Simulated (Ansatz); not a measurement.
# In: the cost of one run

Method: DFT r2SCAN, scalar-relativistic, plane waves, PAW, in Ansatz 0.2.0.

**1. Starting point**

The structure is trigonal, space group R-3m (No. 166). Conventional cell: a = 7.700 Å, b = 7.700 Å, c = 19.697 Å, α = 90.00°, β = 90.00°, γ = 120.00°. In (site symmetry m) has 6 In at 2.62 to 2.83 Å as nearest neighbours. In (site symmetry m) has 7 In at 2.79 to 3.15 Å as nearest neighbours.

Coordinates:

```xyz
12
Lattice="3.8498 2.2227 6.5655 -3.8498 2.2227 6.5655 0.0000 -4.4454 6.5655" Properties=species:S:1:pos:R:3 pbc="T T T"
In   -2.4771    1.4301    4.4251
In    0.0000   -2.8603    4.4251
In    2.4771    1.4301    4.4251
In    2.4771   -1.4301   15.2714
In   -2.4771   -1.4301   15.2714
In    0.0000    2.8603   15.2714
In   -1.5762    0.9100    7.0445
In    0.0000   -1.8200    7.0445
In    1.5762    0.9100    7.0445
In    1.5762   -0.9100   12.6520
In   -1.5762   -0.9100   12.6520
In    0.0000    1.8200   12.6520
```

(A quick probe on a coarse mesh, which set the mesh and smearing, is not shown.)

**3. Coarse relaxation**

File input.yaml:

```yaml
crystal:
  lattice:
    - [3.8498254057, 2.2226977343, 6.5655005699]
    - [-3.8498254057, 2.2226977343, 6.5655005699]
    - [0.0, -4.4453954685, 6.5655005699]
  atoms:
    - { symbol: In, position: [0.01019, 0.65361, 0.01019] }
    - { symbol: In, position: [0.01019, 0.01019, 0.65361] }
    - { symbol: In, position: [0.65361, 0.01019, 0.01019] }
    - { symbol: In, position: [0.98981, 0.34639, 0.98981] }
    - { symbol: In, position: [0.34639, 0.98981, 0.98981] }
    - { symbol: In, position: [0.98981, 0.98981, 0.34639] }
    - { symbol: In, position: [0.22118, 0.6306, 0.22118] }
    - { symbol: In, position: [0.22118, 0.22118, 0.6306] }
    - { symbol: In, position: [0.6306, 0.22118, 0.22118] }
    - { symbol: In, position: [0.77882, 0.3694, 0.77882] }
    - { symbol: In, position: [0.3694, 0.77882, 0.77882] }
    - { symbol: In, position: [0.77882, 0.77882, 0.3694] }
basis:
  ecutwfc: 500
kpoints:
  mp_grid: { grid: [3, 3, 3] }
hamiltonian:
  xc: r2scan
scf:
  occupations: { method: gaussian, width: 0.1 }
  lower_state_search: "off"
output:
  forces: true
  stress: true
  eigenvalues: true
relax:
  adjacent_minimum: "off"
  f_tol: 0.04
  max_steps: 70
  cell: { stress_tol: 0.4 }
```

**Question.** How long does this run take on 4 threads of an x86-64 CPU, shared host, and how much memory does it need?

About 88 s, with a peak of 2.2 GiB.
